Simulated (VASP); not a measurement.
Here is a VASP 6.6.1 calculation.

Contents of INCAR:

```
ALGO     = Fast           # electronic algorithm
EDIFF    = 1E-6           # SCF threshold, eV
ENCUT    = 520            # plane-wave cutoff, eV
GGA      = PE             # functional
ISIF     = 2              # what is computed and relaxed
ISMEAR   = 0              # smearing method
ISPIN    = 2              # spin polarisation
LASPH    = True           # aspherical terms in the spheres
LCHARG   = False          # write CHGCAR
LDAU     = True           # DFT+U
LDAUJ    = 0 0          
LDAUL    = 3 -1           # shell
LDAUPRINT= 1            
LDAUTYPE = 2            
LDAUU    = 7 0            # U, eV
LMAXMIX  = 6              # l up to which the mixer works
LORBIT   = 11             # projections on sites
LREAL    = False          # projectors in reciprocal space
LWAVE    = False          # write WAVECAR
MAGMOM   = 7.44 -0.09     # initial moments
NBANDS   = 22             # bands
NELM     = 150            # most SCF steps
NUPDOWN  = 7.0            # fixed moment
PREC     = Accurate       # precision mode
SIGMA    = 0.05           # smearing width, eV
```

KPOINTS

```
k-points
0
Gamma
  6 6 6
```

POSCAR

```
EuO
1.0
    0.0000000000      2.5719519700      2.5719519700
    2.5719519700      0.0000000000      2.5719519700
    2.5719519700      2.5719519700      0.0000000000
Eu O
1 1
Direct
    0.5000000000      0.5000000000      0.5000000000
    0.0000000000      0.0000000000      0.0000000000
```

Potentials or basis: VASP PAW PBE potentials, release 64 (Eu, O).

Launch:

```sh
$ cat potpaw_PBE.64/Eu/POTCAR potpaw_PBE.64/O/POTCAR > POTCAR
$ mpirun -np 1 vasp_std > vasp.out
```

Predict the pressure.

2.0 GPa.

Eigenvalues of the final occupation matrices:
```tsv
site	spin	trace	eigenvalues
site 1 f	1	6.83	0.97 0.98 0.98 0.98 0.98 0.98 0.98
site 1 f	2	0.02	0.00 0.00 0.00 0.00 0.00 0.00 0.00
```

Caveat: spin-orbit coupling is left out, which moves the levels of the heavy elements; the total moment is fixed, so each spin has its own Fermi level; a cell with one magnetic atom can't hold antiferromagnetic order, which such compounds often take. The state reached can hang on the start; a lower one may exist.
